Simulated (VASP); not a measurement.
# GaN (F-43m) in VASP: further runs, part 2 of 2

VASP 6.6.1.

## 3. Relaxation of cell and atoms, PBEsol

This run uses another cell than the first one, of 11.35 Å³/atom, 0.991 times its volume.

Input file INCAR:

```
SYSTEM = GaN
PREC = Accurate ; ENCUT = 600
EDIFF = 1E-7 ; ISMEAR = 0
SIGMA = 0.03 ; LREAL = .FALSE.
LASPH = .TRUE. ; NELM = 80
ALGO = Normal ; ISIF = 3
LWAVE = .FALSE. ; LCHARG = .FALSE.
GGA = PS ; IBRION = 2
NSW = 90 ; EDIFFG = -0.005
KPAR = 8
```

Input file KPOINTS:

```
Automatic mesh
0
G
  14 14 14
  0 0 0
```

Input file POSCAR:

```
GaN                                     
1.0
    0.0000000000      2.2470932288      2.2470932288
    2.2470932288      0.0000000000      2.2470932288
    2.2470932288      2.2470932288      0.0000000000
  Ga              N             
     1     1
Direct
     0.0000000000000000    0.0000000000000000    0.0000000000000000
     0.2500000000000000    0.2500000000000000    0.2500000000000000
```

Potentials or basis: VASP PAW PBE potentials, release 64 (Ga_d, N).

Started as:

```
> cat potpaw_PBE.64/Ga_d/POTCAR potpaw_PBE.64/N/POTCAR > POTCAR
> mpirun -np 8 vasp_std > vasp.out
```

OUTCAR:

```text
SYSTEM = GaN
   PREC = Accurate
   ENCUT = 600
   EDIFF = 1E-7
   ISMEAR = 0
   LREAL = .FALSE.
   LASPH = .TRUE.
   NELM = 80
   ISIF = 3
   GGA = PS
   IBRION = 2
   NSW = 90
   EDIFFG = -0.005

 ion  position               nearest neighbor table
   1  0.000  0.000  0.000-   2 1.95   2 1.95   2 1.95   2 1.95
   2  0.250  0.250  0.250-   1 1.95   1 1.95   1 1.95   1 1.95

  LATTYP: Found a face centered cubic cell.
 ALAT       =     4.4941864576

  Lattice vectors:

 A1 = (   0.0000000000,   2.2470932288,   2.2470932288)
 A2 = (   2.2470932288,   0.0000000000,   2.2470932288)
 A3 = (   2.2470932288,   2.2470932288,   0.0000000000)

Analysis of symmetry for initial positions (statically):
=====================================================================
 Subroutine PRICEL returns:
 Original cell was already a primitive cell.

 Routine SETGRP: Setting up the symmetry group for a
 face centered cubic supercell.

 Subroutine GETGRP returns: Found 24 space group operations
 (whereof 24 operations were pure point group operations)
 out of a pool of 48 trial point group operations.

The static configuration has the point symmetry T_d .

Analysis of symmetry for dynamics (positions and initial velocities):
=====================================================================
 Subroutine PRICEL returns:
 Original cell was already a primitive cell.

 Routine SETGRP: Setting up the symmetry group for a
 face centered cubic supercell.

 Subroutine GETGRP returns: Found 24 space group operations
 (whereof 24 operations were pure point group operations)
 out of a pool of 48 trial point group operations.

The dynamic configuration has the point symmetry T_d .

 Subroutine INISYM returns: Found 24 space group operations
 (whereof 24 operations are pure point group operations),
 and found     1 'primitive' translations

----------------------------------------------------------------------------------------

                                     Primitive cell

  volume of cell :      22.6931

  direct lattice vectors                    reciprocal lattice vectors
     0.000000000  2.247093229  2.247093229    -0.222509682  0.222509682  0.222509682
     2.247093229  0.000000000  2.247093229     0.222509682 -0.222509682  0.222509682
     2.247093229  2.247093229  0.000000000     0.222509682  0.222509682 -0.222509682

  length of vectors
     3.177869720  3.177869720  3.177869720     0.385398075  0.385398075  0.385398075

  position of ions in fractional coordinates (direct lattice)
     0.000000000  0.000000000  0.000000000
     0.250000000  0.250000000  0.250000000

  ion indices of the primitive-cell ions
   primitive index   ion index
                 1           1
                 2           2

----------------------------------------------------------------------------------------

 KPOINTS: Automatic mesh

Automatic generation of k-mesh.
 Grid dimensions read from file:
 generate k-points for:   14   14   14

 Generating k-lattice:

[... 52 lines left out ...]
   PREC   = accura    normal or accurate (medium, high low for compatibility)
   ISTART =      0    job   : 0-new  1-cont  2-samecut
   ICHARG =      2    charge: 1-file 2-atom 10-const
   ISPIN  =      1    spin polarized calculation?
   LNONCOLLINEAR =      F non collinear calculations
   LSORBIT =      F    spin-orbit coupling
   LASPH  =      T    aspherical Exc in radial PAW
   ENCUT  =  600.0 eV  44.10 Ry    6.64 a.u.   6.35  6.35  6.35*2*pi/ulx,y,z
   NELM   =     80;   NELMIN=  2; NELMDL= -5     # of ELM steps
   EDIFF  = 0.1E-06   stopping-criterion for ELM
   LREAL  =      F    real-space projection
   EDIFFG = -.5E-02   stopping-criterion for IOM
   NSW    =     90    number of steps for IOM
   IBRION =      2    ionic relax: 0-MD 1-quasi-New 2-CG
   NFREE  =      1    steps in history (QN), initial steepest desc. (CG)
   ISIF   =      3    stress and relaxation
   ISYM   =      2    0-nonsym 1-usesym 2-fastsym
   POTIM  = 0.5000    time-step for ionic-motion
   TEBEG  =    0.0;   TEEND  =   0.0 temperature during run
   PSTRESS=    0.0 pullay stress
   NELECT =      18.0000    total number of electrons
   NUPDOWN=      -1.0000    fix difference up-down
   EMIN   =  10.00;   EMAX   =-10.00  energy-range for DOS
   EFERMI =   0.00;   METHOD = LEGACY
   ISMEAR =     0;   SIGMA  =   0.03  broadening in eV -4-tet -1-fermi 0-gaus
   EFERMI_NEDOS =   21; number of points for ismear=-14 and -15
   IALGO  =     38    algorithm
   IMIX   =      4    mixing-type and parameters
     AMIX     =   0.40;   BMIX     =  1.00
     AMIX_MAG =   1.60;   BMIX_MAG =  1.00
  volume/ion in A,a.u.               =      11.35        76.57
  Fermi-wavevector in a.u.,A,eV,Ry     =   1.515425  2.863739 31.245974  2.296514
  Thomas-Fermi vector in A             =   2.624951
   LORBIT       =      0    0 simple, 1 ext, 2 COOP (PROOUT), +10 PAW based schemes
   GGA     = PS    functional components
   LHFCALC =     F    Hartree Fock is set to
   AEXX    =    0.0000 exact exchange contribution
   IVDW    =     0    specifies the selected vdW correction
   LEPSILON=     F    determine dielectric tensor
   LRPA    =     F    only Hartree local field effects (RPA)
 conjugate gradient relaxation of ions
 non-spin polarized calculation
 Gauss-broadening in eV      SIGMA  =   0.03
  energy-cutoff  :      600.00
  volume of cell :       22.69
 maximum number of plane-waves:       769
 NGX is ok and might be reduce to    28
   NGX = 13   NGY = 13   NGZ = 13

--------------------------------------- Ionic step        1  -------------------------------------------

 number of electron      18.0000004 magnetization

 Free energy of the ion-electron system (eV)
  ---------------------------------------------------
  ext. energy  EPLUGINS =         0.00000000
  ---------------------------------------------------
  free energy    TOTEN  =       -13.12431481 eV

  energy without entropy =      -13.12431481  energy(sigma->0) =      -13.12431481

------------------------ aborting loop because EDIFF is reached ----------------------------------------

  FORCE on cell =-STRESS in cart. coord.  units (eV):
  Direction    XX          YY          ZZ          XY          YZ          ZX
  --------------------------------------------------------------------------------------
  -------------------------------------------------------------------------------------
  Total        0.0164747      0.0164747      0.0164747      0.0000000      0.0000000      0.0000000
  in kB        1.1631499      1.1631499      1.1631499      0.0000000      0.0000000      0.0000000
  external PRESSURE =       1.1631499 kB  Pullay stress =       0.0000000 kB
[... 59 lines left out ...]
--------------------------------------- Ionic step        3  -------------------------------------------

 number of electron      18.0000004 magnetization

 Free energy of the ion-electron system (eV)
  ---------------------------------------------------
  ext. energy  EPLUGINS =         0.00000000
  ---------------------------------------------------
  free energy    TOTEN  =       -13.12431961 eV

  energy without entropy =      -13.12431961  energy(sigma->0) =      -13.12431961

 E-fermi :   5.4313     XC(G=0): -11.9446

 val. band max:        5.2355877340   @ k =   0.0000   0.0000   0.0000
 cond. band min:       6.9693194206   @ k =   0.0000   0.0000   0.0000
 fundamental gap:      1.7337316866
 Fermi energy:         5.4313062743

 k-point     1 :       0.0000    0.0000    0.0000
  band No.  band energies     occupation
      1     -10.7653      2.00000
      2      -8.1750      2.00000
      3      -8.1750      2.00000
      4      -8.1750      2.00000
      5      -7.8417      2.00000
      6      -7.8417      2.00000
      7       5.2356      2.00000
      8       5.2356      2.00000
      9       5.2356      2.00000
     10       6.9693      0.00000
     11      15.4879      0.00000
     12      15.4879      0.00000
     13      15.4879      0.00000
[... 354 lines left out ...]
  band No.  band energies     occupation
      1     -10.0964      2.00000
      2      -8.0923      2.00000
      3      -8.0673      2.00000
      4      -7.9393      2.00000
      5      -7.8101      2.00000
      6      -7.7049      2.00000
      7       1.5033      2.00000
      8       4.0888      2.00000
      9       4.1240      2.00000
     10       9.8752      0.00000
     11      13.2888      0.00000
     12      15.6484      0.00000
     13      16.5894      0.00000

 [... further k-points ...]

------------------------ aborting loop because EDIFF is reached ----------------------------------------

  FORCE on cell =-STRESS in cart. coord.  units (eV):
  Direction    XX          YY          ZZ          XY          YZ          ZX
  --------------------------------------------------------------------------------------
  -------------------------------------------------------------------------------------
  Total        0.0014301      0.0014301      0.0014301     -0.0000000     -0.0000000      0.0000000
  in kB        0.1009010      0.1009010      0.1009010     -0.0000000     -0.0000000      0.0000000
  external PRESSURE =       0.1009010 kB  Pullay stress =       0.0000000 kB
[... 17 lines left out ...]
  FREE ENERGIE OF THE ION-ELECTRON SYSTEM (eV)
  ---------------------------------------------------
  free  energy   TOTEN  =       -13.1243196051 eV

  energy  without entropy=      -13.1243196051  energy(sigma->0) =      -13.12431961

 reached required accuracy - stopping structural energy minimisation
```

OSZICAR:

```text
N       E                     dE             d eps       ncg     rms          rms(c)
DAV:   1     0.917577291254E+02    0.91758E+02   -0.10626E+04  2957   0.271E+03
DAV:   2    -0.714726978179E+01   -0.98905E+02   -0.93006E+02  3017   0.376E+02
[... 19 lines left out ...]
   2 F= -.13124315E+02 E0= -.13124315E+02  d E =-.156839E-06
       N       E                     dE             d eps       ncg     rms          rms(c)
DAV:   1    -0.131243657728E+02   -0.50785E-04   -0.62400E-04  3149   0.717E-01    0.414E-02
DAV:   2    -0.131243293194E+02    0.36453E-04   -0.61185E-05  3269   0.269E-01    0.185E-02
DAV:   3    -0.131243206270E+02    0.86923E-05   -0.10427E-05  3319   0.127E-01    0.456E-03
DAV:   4    -0.131243195982E+02    0.10288E-05   -0.14502E-06  3562   0.185E-02    0.329E-04
DAV:   5    -0.131243196051E+02   -0.68953E-08   -0.38674E-08  1387   0.225E-03
   3 F= -.13124320E+02 E0= -.13124320E+02  d E =-.479158E-05
```

CONTCAR:

```text
GaN
   1.00000000000000
    -0.0000000000000000    2.2475682106981014    2.2475682106981014
     2.2475682106981014   -0.0000000000000000    2.2475682106981014
     2.2475682106981014    2.2475682106981014   -0.0000000000000000
  Ga              N
     1     1
Direct
     0.0000000000000000    0.0000000000000000    0.0000000000000000
     0.2500000000000000    0.2500000000000000    0.2500000000000000

  0.00000000E+00  0.00000000E+00  0.00000000E+00
  0.00000000E+00  0.00000000E+00  0.00000000E+00
```

Wall time 21 s (8 MPI ranks of Intel Xeon Platinum 8259CL at 2.50GHz (Skylake/Cascade Lake), shared host); peak memory 0.2 GiB.

What came out:

| Property | Result |
| --- | --- |
| Free energy | -13.1243 eV |
| Relaxed volume | 11.35 Å³/atom |
| Relaxed cell | a = 3.179 Å, b = 3.179 Å, c = 3.179 Å, α = 60.00°, β = 60.00°, γ = 60.00° |
| Space group after relaxing (to 0.05 Å) | F-43m (No. 216) |
| Energy gained by relaxing | 0.0 meV/atom |
| Ionic steps | 3 |
| Pressure after relaxing | 0.0 GPa |
| Band gap on the k mesh | 1.73 eV, direct |

Final structure:
```
CELL_PARAMETERS angstrom
0.00000 2.24757 2.24757
2.24757 0.00000 2.24757
2.24757 2.24757 0.00000
ATOMIC_POSITIONS crystal
Ga 0.00000 0.00000 0.00000
N 0.25000 0.25000 0.25000
```

Levels at points of the mesh, in eV from the valence-band top:
| k point | band 6 | band 7 | band 8 | band 9 | band 10 | band 11 | band 12 | band 13 |
| --- | --- | --- | --- | --- | --- | --- | --- | --- |
| (0.00, 0.00, 0.00) | -13.08 | 0.00 | 0.00 | 0.00 | 1.73 | 10.25 | 10.25 | 10.25 |
| (0.50, 0.00, 0.00) | -11.83 | -7.17 | -0.99 | -0.99 | 4.62 | 8.67 | 10.31 | 10.31 |
| (0.50, 0.50, 0.00) | -11.40 | -6.21 | -2.76 | -2.76 | 3.23 | 6.61 | 11.63 | 13.96 |

Caveat: the PAW data sets were made with another functional, which shifts forces and pressure a little.

## 4. Relaxation of cell and atoms, PBEsol

Input file INCAR:

```
  ALGO = Normal
  EDIFF = 1E-6
  EDIFFG = -0.01
  ENCUT = 600
  GGA = PS
  IBRION = 2
  ISIF = 3
  ISMEAR = 0
  LASPH = True
  LCHARG = False
  LREAL = False
  LWAVE = False
  NELM = 80
  NSW = 90
  PREC = Accurate
  SIGMA = 0.03
```

Input file KPOINTS:

```
k-points
0
Gamma
  14 14 14
```

Input file POSCAR:

```
GaN
1.0
    0.0000000000      2.2535006100      2.2535006100
    2.2535006100      0.0000000000      2.2535006100
    2.2535006100      2.2535006100      0.0000000000
Ga N
1 1
Direct
    0.0000000000      0.0000000000      0.0000000000
    0.2500000000      0.2500000000      0.2500000000
```

Potentials or basis: VASP PAW PBE potentials, release 64 (Ga_d, N).

Started as:

```
> cat potpaw_PBE.64/Ga_d/POTCAR potpaw_PBE.64/N/POTCAR > POTCAR
> mpirun -np 1 vasp_std > vasp.out
```

OUTCAR:

```text
EDIFF = 1E-6
   EDIFFG = -0.01
   ENCUT = 600
   GGA = PS
   IBRION = 2
   ISIF = 3
   ISMEAR = 0
   LASPH = True
   LREAL = False
   NELM = 80
   NSW = 90
   PREC = Accurate

 ion  position               nearest neighbor table
   1  0.000  0.000  0.000-   2 1.95   2 1.95   2 1.95   2 1.95
   2  0.250  0.250  0.250-   1 1.95   1 1.95   1 1.95   1 1.95

  LATTYP: Found a face centered cubic cell.
 ALAT       =     4.5070012200

  Lattice vectors:

 A1 = (   0.0000000000,   2.2535006100,   2.2535006100)
 A2 = (   2.2535006100,   0.0000000000,   2.2535006100)
 A3 = (   2.2535006100,   2.2535006100,   0.0000000000)

Analysis of symmetry for initial positions (statically):
=====================================================================
 Subroutine PRICEL returns:
[... 342 lines left out ...]
      5      -7.8347      2.00000
      6      -7.8347      2.00000
      7       5.2426      2.00000
      8       5.2426      2.00000
      9       5.2426      2.00000
     10       6.9804      0.00000
     11      15.4989      0.00000
     12      15.4989      0.00000
     13      15.4989      0.00000
[... 354 lines left out ...]
  band No.  band energies     occupation
      1     -10.0938      2.00000
      2      -8.0859      2.00000
      3      -8.0607      2.00000
      4      -7.9328      2.00000
      5      -7.8031      2.00000
      6      -7.6985      2.00000
      7       1.5094      2.00000
      8       4.0949      2.00000
      9       4.1303      2.00000
     10       9.8856      0.00000
     11      13.2998      0.00000
     12      15.6585      0.00000
     13      16.6009      0.00000

 [... further k-points ...]

------------------------ aborting loop because EDIFF is reached ----------------------------------------

  FORCE on cell =-STRESS in cart. coord.  units (eV):
  Direction    XX          YY          ZZ          XY          YZ          ZX
  --------------------------------------------------------------------------------------
  -------------------------------------------------------------------------------------
  Total        0.0127432      0.0127432      0.0127432      0.0000000     -0.0000000      0.0000000
  in kB        0.8996927      0.8996927      0.8996927      0.0000000     -0.0000000      0.0000000
  external PRESSURE =       0.8996927 kB  Pullay stress =       0.0000000 kB
[... 17 lines left out ...]
  FREE ENERGIE OF THE ION-ELECTRON SYSTEM (eV)
  ---------------------------------------------------
  free  energy   TOTEN  =       -13.1246405216 eV

  energy  without entropy=      -13.1246405216  energy(sigma->0) =      -13.12464052

 reached required accuracy - stopping structural energy minimisation
```

Run time: 64 s. Hardware: 1 thread of Intel Xeon Platinum 8488C (Sapphire Rapids), shared host; peak memory 0.19 GiB.

What came out:

| Property | Result |
| --- | --- |
| Free energy | -13.1246 eV |
| Relaxed volume | 11.35 Å³/atom |
| Relaxed cell | a = 3.178 Å, b = 3.178 Å, c = 3.178 Å, α = 60.00°, β = 60.00°, γ = 60.00° |
| Space group after relaxing (to 0.05 Å) | F-43m (No. 216) |
| Energy gained by relaxing | 0.4 meV/atom |
| Ionic steps | 5 |
| Pressure after relaxing | 0.1 GPa |
| Band gap on the k mesh | 1.74 eV, direct |

Step by step:
```tsv
step	energy change (eV)	largest force (eV/Å)	pressure (GPa)	volume (Å³)
1	0.0000	0.0000	-1.50	22.89
2	-0.0001	0.0000	1.75	22.53
3	-0.0008	0.0000	-0.16	22.70
4	-0.0008	0.0000	0.19	22.69
5	-0.0008	0.0000	0.09	22.69
```

Final structure:
```yaml
crystal:
  lattice:
    - [0.00000, 2.24709, 2.24709]
    - [2.24709, 0.00000, 2.24709]
    - [2.24709, 2.24709, 0.00000]
  atoms:
    - { symbol: Ga, position: [0.00000, 0.00000, 0.00000] }
    - { symbol: N, position: [0.25000, 0.25000, 0.25000] }
```

Caveat: the PAW data sets were made with another functional, which shifts forces and pressure a little. Expect the measured gap to be larger: semilocal functionals such as PBEsol lack the derivative discontinuity.
